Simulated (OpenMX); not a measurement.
# MoSe2: equation of state with LDA

MoSe2:

```xyz
6
Lattice="3.2880 0.0000 0.0000 -1.6440 2.8475 0.0000 0.0000 0.0000 12.9000" Properties=species:S:1:pos:R:3 pbc="T T T"
Mo    1.6440    0.9492    9.6750
Mo    0.0000    1.8983    3.2250
Se    1.6440    0.9492    4.8375
Se    0.0000    1.8983   11.2875
Se    1.6440    0.9492    1.6125
Se    0.0000    1.8983    8.0625
```

| Property | Result |
| --- | --- |
| Program | OpenMX 3.8.5 |
| Task | equation of state |
| Functional | LDA |
| Potentials or basis | OpenMX 2013 LDA set, Mo7.0-s3p2d2, Se7.0-s3p2d2, fixed grid of 35 × 35 × 160 points |
| k mesh | 9 × 9 × 3 |
| Occupations | fermi-dirac, width 0.05 eV |
| Spin | no spin polarisation |

| Property | Result |
| --- | --- |
| Equilibrium volume | 20.47 Å³/atom |
| Bulk modulus at fixed shape and positions | 133 GPa |
| Pressure derivative of the bulk modulus | 4.4 |

Energy against volume, from the lowest point:
| volume (Å³/atom) | energy (meV/atom) |
| --- | --- |
| 18.922 | 56.07 |
| 19.324 | 29.56 |
| 19.727 | 11.99 |
| 20.129 | 2.42 |
| 20.532 | 0.00 |
| 20.935 | 4.08 |
| 21.337 | 13.99 |

Caveat: volumes in these bases differ from converged ones by about 1 %, for some elements by several; the cell was scaled at fixed shape and fractional positions, which overstates the stiffness of a crystal with free parameters, most of all of layers and chains; the basis of atomic orbitals isn't converged, which shifts pressures, moduli and gaps.
